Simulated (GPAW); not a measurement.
# WS: single point with PBE

The system is WS, a slab with vacuum.

```
W S
1.0
     3.18352    0.00000    0.00000
    -1.59176    2.75701    0.00000
     0.00000    0.00000   31.95058
W S
2 2
Direct
  0.33333 0.66667 0.23474
  0.33333 0.66667 0.76526
  0.66667 0.33333 0.28355
  0.66667 0.33333 0.71645
```

The cell isn't the ideal one: the (0 0 1) slab of WS2, cut from the database cell, not relaxed.

* Program: GPAW 26.7.0
* Task: single point
* Functional: PBE
* Potentials or basis: GPAW PAW data sets (gpaw-data 1.2.1)
* Cutoff: 450 eV
* Basis: pw
* k mesh: 10 × 10 × 1
* Occupations: fermi-dirac, width 0.05 eV
* Spin: no spin polarisation
* Maxiter: 150
* Dipole layer: yes

```json
{
  "Largest force": "0.463 eV/Å",
  "Band gap on the k mesh": "0.21 eV, indirect (least direct gap 0.81 eV)",
  "Dipole across the slab": "0.00 e·Å",
  "Ionisation potential of the upper face": "4.71 eV",
  "Electron affinity of the upper face": "4.50 eV",
  "Work function of the upper face": "4.63 eV",
  "Work function of the lower face": "4.63 eV"
}
```

Forces in eV/Å, atoms in the order of the input:
```
W    0.000  0.000  0.463
S    0.000  0.000 -0.463
S    0.000  0.000  0.463
W    0.000  0.000 -0.463
```

Levels at points of the mesh, in eV from the valence-band top:
```csv
k point,band 16,band 17,band 18,band 19,band 20,band 21,band 22,band 23,band 24,band 25
"(0.00, 0.00, 0.00)",-2.50,-0.74,-0.74,-0.51,-0.51,0.40,0.40,0.40,0.40,3.09
"(0.50, 0.50, 0.00)",-2.97,-1.47,-1.47,0.00,0.00,1.52,1.52,2.70,2.70,3.21
```

Wall time 53 s on 1 thread of Arm Neoverse V2 (shared host), peak memory 0.26 GiB.

Caveat: the Fermi level lies in a gap; spin-orbit coupling is left out, which moves the levels of the heavy elements.
